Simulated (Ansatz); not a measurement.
# ZnS: the cost of one run

Program: Ansatz 0.2.0. Level of theory: DFT PBEsol, scalar-relativistic, plane waves, PAW. These are calculated values, not measurements.

5 further runs of the same task are left out: 1 that didn't finish, 4 set aside as unsound or not needed.

**1. The structure to begin with**

The structure is hexagonal, space group P6_3mc (No. 186). The conventional cell has a = 3.781 Å, b = 3.781 Å, c = 6.209 Å, α = 90.00°, β = 90.00°, γ = 120.00°. Zn (site symmetry 3m) has 4 S at 2.32 Å as nearest neighbours. S (site symmetry 3m) has 4 Zn at 2.32 Å as nearest neighbours.

Coordinates:

```
Zn S
1.0
     3.78145    0.00000    0.00000
    -1.89072    3.27483    0.00000
     0.00000    0.00000    6.20871
Zn S
2 2
Direct
  0.33333 0.66667 0.00544
  0.66667 0.33333 0.50544
  0.33333 0.66667 0.37956
  0.66667 0.33333 0.87956
```

It is the result of an earlier relaxation at this level (volume 19.22 Å³/atom; gap on the mesh: 2.16 eV).

**2. Plan of the scan**

The energy is mapped over a normal mode and a strain (zone-centre modes of the cell shown) (x along [1 0 0], y along [1 2 0], z along [0 0 1] of the conventional cell).

First coordinate, amplitude of mode 10 (287 cm⁻¹), largest displacement in the unstrained cell: 5 values from −0.107 Å. Second coordinate, equal normal strain along x, y and z: 5 values from −2.50 %.

Nothing else is relaxed (the pattern is fixed in fractional coordinates). Energies count from the relaxed high-symmetry cell. Points are written as (first, second).

The modes come from a phonon run on the reference cell, made beforehand.

The patterns, per unit of each coordinate (Å):

```
atom      x1     y1     z1
 Zn1   0.410  0.000  0.000
 Zn2  -0.410  0.000  0.000
  S3   1.000  0.000  0.000
  S4  -1.000  0.000  0.000
```

**3. Grid point (0.000 Å, 2.50 %)**

input.yaml

```yaml
crystal:
  lattice:
    - [3.8759826719, 0.0, 0.0]
    - [-1.937991336, 3.3566994585, 0.0]
    - [0.0, 0.0, 6.3639325194]
  atoms:
    - { symbol: Zn, position: [0.3333333333, 0.6666666667, 0.0054424479] }
    - { symbol: Zn, position: [0.6666666667, 0.3333333333, 0.5054424479] }
    - { symbol: S, position: [0.3333333333, 0.6666666667, 0.3795575521] }
    - { symbol: S, position: [0.6666666667, 0.3333333333, 0.8795575521] }
basis:
  ecutwfc: 520.0
kpoints:
  mp_grid: { grid: [9, 9, 6] }
hamiltonian:
  xc: pbesol
  pseudopotentials: { kind: paw }
scf:
  occupations: { method: gaussian, width: 0.05 }
output:
  forces: true
  stress: true
  eigenvalues: true
```

Run with:

```
$ ansatz run input.yaml --threads 1 --pin off --max-ram 2048MiB --backend cpu --events-out ev --progress --plain --runs-dir out
```

What time and memory should one allow on 1 thread of Arm Neoverse N1, shared host?

About 20 s, with a peak of 0.36 GiB.
